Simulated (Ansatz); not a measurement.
# TiTe2 in Ansatz: the effect of target pressure

Crystal: TiTe2.

```
Te Ti
1.0
     3.77700    0.00000    0.00000
    -1.88850    3.27098    0.00000
     0.00000    0.00000    6.49800
Te Ti
2 1
Direct
  0.33333 0.66667 0.73720
  0.66667 0.33333 0.26280
  0.00000 0.00000 0.00000
```

Alike in all runs:

```yaml
Program: Ansatz 0.2.0
Task: relaxation of cell and atoms
Functional: PBEsol
Potentials_or_basis: all-electron LAPW, scalar-relativistic
Basis_error_allowed: 0.002 eV/atom
k_mesh: 8 × 8 × 4
Occupations: fermi-dirac, width 0.05 eV
Spin: no spin polarisation
```

Each run relaxes the cell or the atoms first.

```csv
target pressure,relaxed volume (Å³/atom)
0 GPa,25.41
5 GPa,23.13
10 GPa,21.76
20 GPa,19.89
30 GPa,?
```

**Question.** What does the run with target pressure 30 GPa give?

**Answer.** Relaxed volume 18.63 Å³/atom.

Worked out: In Murnaghan's law V^(-B') rises as a straight line in P. The other rows fit best with B' = 4.8, V0 = 25.40 Å³/atom and B0 = 43 GPa, which gives 18.70 Å³/atom at 30 GPa, against the run's 18.63.

Caveats: this functional lacks dispersion, which binds the layers, so the pressure and a relaxed spacing across them are unreliable; the volume moved by over 15 % at a fixed basis, so the end points are rough (some runs).
